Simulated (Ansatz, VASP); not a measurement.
## C: VASP beside Ansatz

```
C
1.0
     2.08389   -1.20321    0.00000
     2.08389    1.20321    0.00000
    -1.35092    0.00000    3.43132
C
2
Direct
  0.16664 0.16664 0.99991
  0.83336 0.83336 0.00009
```

Change from the starting cell: volume scaled by 0.94.

Alike in both runs: task single point; functional PBE; k mesh 13 × 13 × 8; occupations fermi-dirac, width 0.05 eV; no spin polarisation.

|  | VASP | Ansatz |
| --- | --- | --- |
| version | VASP 6.6.1 | Ansatz 0.2.0 |
| potentials or method | VASP PAW PBE potentials, release 64 (C), cutoff 520 eV | all-electron LAPW, scalar-relativistic |

|  | VASP | Ansatz | Ansatz less VASP |
| --- | --- | --- | --- |
| gap on the k mesh at the Fermi level (eV) | 0.95 | 0.95 | 0.000 |
| least direct gap on the mesh (eV) | 0.96 | 0.96 | 0.000 |
| pressure (GPa) | 23.3 | 22.8 | -0.54 |
| largest component of the traceless stress (GPa) | 20.60 | 19.95 | -0.647 |

Ansatz ran all-electron here, so the differences hold the error of VASP's frozen core and of both bases.

Caveats: an odd mesh through Γ misses points on the zone boundary, where band edges often lie; this functional lacks dispersion, which binds the layers, so the pressure and a relaxed spacing across them are unreliable; so large a pressure means that the cell lies far from this level's equilibrium, or that cutoff or potentials fall short (VASP).
